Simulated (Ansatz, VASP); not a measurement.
## Two plane-wave programs on BaZrO3

```
Ba Zr O
1.0
     4.20517    0.00000    0.00000
     0.00000    4.20517    0.00000
     0.00000    0.00000    4.20517
Ba Zr O
1 1 3
Direct
  0.00000 0.00000 0.00000
  0.50000 0.50000 0.50000
  0.00000 0.50000 0.50000
  0.50000 0.00000 0.50000
  0.50000 0.50000 0.00000
```

Alike in both runs: functional r2SCAN; k mesh 8 × 8 × 8; occupations fermi-dirac, width 0.1 eV; no spin polarisation.

Ansatz relaxed the structure, and its values are those at the end. VASP's run is a single point on that final structure, the one shown.

```csv
,VASP,Ansatz
version,VASP 6.6.1,Ansatz 0.2.0
potentials or method,"VASP PAW PBE potentials, release 64 (Ba_sv, Zr_sv, O)","PAW with Ansatz's default frozen-core files, scalar-relativistic"
plane-wave cutoff (eV),520,500
valence electrons in the cell,40,40
```

```csv
,VASP,Ansatz,Ansatz less VASP
pressure (GPa),1.0,0.0,-1.03
```

With one functional, cell and mesh, what is left measures potentials, basis and numerics.

Caveats: the PAW data sets were made with another functional, which shifts forces and pressure a little (VASP). A k mesh can miss the band edges.
